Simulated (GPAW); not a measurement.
CoO in GPAW: the effect of strain biaxial xy

CoO:

```xyz
2
Lattice="1.5381 0.8880 2.5665 -1.5381 0.8880 2.5665 0.0000 -1.7761 2.5665" Properties=species:S:1:pos:R:3 pbc="T T T"
Co    0.0000    0.0000    7.6915
O     0.0000    0.0000    5.7824
```

Measurements of this composition are mostly on another form, of space group No. 225.

Alike in all runs:

| Quantity | Value |
| --- | --- |
| Program | GPAW 26.7.0 |
| Task | single point |
| Functional | PBEsol |
| Potentials or basis | PAW data sets generated in the run's folder for this functional |
| Cutoff | 800 eV |
| Basis | pw |
| k mesh | 7 × 7 × 7 |
| Occupations | fermi-dirac, width 0.05 eV |
| Spin | collinear spin, ferromagnetic start |
| Starting moments | [2.0, 0.0] μB |
| Maxiter | 150 |

Q: One run gave: pressure 0.5 GPa; moment 2.13 μB; largest force 0.09 eV/Å. Which strain biaxial xy did it use?
A. 0.04
B. 0.01
C. -0.04
D. -0.01
E. 0.02

A: C.

| strain biaxial xy | pressure (GPa) | moment (μB) | largest force (eV/Å) |
| --- | --- | --- | --- |
| -0.04 | 0.5 | 2.13 | 0.09 |
| -0.02 | -2.5 | 2.58 | 0.08 |
| -0.01 | -4.3 | 2.73 | 0.18 |
| 0 | -6.8 | 2.78 | 0.26 |
| 0.01 | -9.1 | 2.82 | 0.33 |
| 0.02 | -11.0 | 2.87 | 0.39 |
| 0.04 | -14.4 | 2.93 | 0.46 |

Caveats: the density grid can change from cell to cell, which puts small steps into energies and stress; a cell with one magnetic atom can't hold antiferromagnetic order, which such compounds often take.
